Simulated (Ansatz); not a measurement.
# Ta4As5: the cost of one run

Computed with Ansatz 0.2.0 (DFT r2SCAN, scalar-relativistic, plane waves, PAW, unless a step's input says otherwise).

2 further runs of the same task are left out: 2 set aside as unsound or not needed. Runs told in other sessions of the task aren't counted.

## (1) Starting point

Symmetry: I4/m, No. 87, tetragonal system. Conventional cell: a = 6.865 Å, b = 6.865 Å, c = 4.264 Å, α = 90.00°, β = 90.00°, γ = 90.00°. Ta (site symmetry m) is surrounded by 6 N at 2.07 to 2.21 Å. Around N (site symmetry 4/m) lie 4 Ta at 2.07 Å. Around N (site symmetry m) lie 5 Ta at 2.14 to 2.21 Å.

Structure file:

```cif
data_structure
_symmetry_space_group_name_H-M 'P 1'
_symmetry_Int_Tables_number 1
_cell_length_a 5.3021
_cell_length_b 5.3021
_cell_length_c 5.3021
_cell_angle_alpha 99.304
_cell_angle_beta 99.304
_cell_angle_gamma 132.583
_cell_volume 100.48
loop_
_atom_site_label
_atom_site_type_symbol
_atom_site_fract_x
_atom_site_fract_y
_atom_site_fract_z
_atom_site_occupancy
Ta1 Ta 0.78294 0.60561 0.38854 1
Ta2 Ta 0.39439 0.78294 0.17733 1
Ta3 Ta 0.60561 0.21706 0.82267 1
Ta4 Ta 0.21706 0.39439 0.61146 1
N1 N 0.50000 0.50000 0.00000 1
N2 N 0.90830 0.30852 0.21682 1
N3 N 0.69148 0.90830 0.59978 1
N4 N 0.30852 0.09170 0.40022 1
N5 N 0.09170 0.69148 0.78318 1
```

It goes back to an entry of the Materials Project, which need not be the stable form.

This cell was relaxed beforehand with the same method: volume 11.16 Å³/atom, gap on the mesh none (metal).

## (2) N → As: the starting cell

The start of Ta4As5: fractional positions of relaxed Ta4N5, cell scaled by 1.150, a guess from tabulated radii.

## (3) Probe: one point at the start (Ta4As5)

Contents of input.yaml:

```yaml
crystal:
  lattice:
    - [-3.946507976, 3.946507976, 2.4509788369]
    - [3.946507976, -3.946507976, 2.4509788369]
    - [3.946507976, 3.946507976, -2.4509788369]
  atoms:
    - { symbol: Ta, position: [0.7829399315, 0.6056050453, 0.3885449768] }
    - { symbol: Ta, position: [0.3943949547, 0.7829399315, 0.1773348862] }
    - { symbol: Ta, position: [0.6056050453, 0.2170600685, 0.8226651138] }
    - { symbol: Ta, position: [0.2170600685, 0.3943949547, 0.6114550232] }
    - { symbol: As, position: [0.5, 0.5, 0.0] }
    - { symbol: As, position: [0.9082991208, 0.3085216554, 0.2168207762] }
    - { symbol: As, position: [0.6914783446, 0.9082991208, 0.5997774654] }
    - { symbol: As, position: [0.3085216554, 0.0917008792, 0.4002225346] }
    - { symbol: As, position: [0.0917008792, 0.6914783446, 0.7831792238] }
basis:
  ecutwfc: 500
kpoints:
  mp_grid: { grid: [4, 4, 4] }
hamiltonian:
  xc: r2scan
scf:
  occupations: { method: gaussian, width: 0.1 }
output:
  forces: true
  stress: true
  eigenvalues: true
```

The run is started by

```sh
$ ansatz run input.yaml --threads 2 --pin off --max-ram 5120MiB --backend cpu --events-out ev --progress --plain --runs-dir out
```

**Question.** How long does this run take on 2 threads of Intel Xeon Platinum 8488C (Sapphire Rapids), shared host, and how much memory does it need?

About 13 s, with a peak of 0.96 GiB.
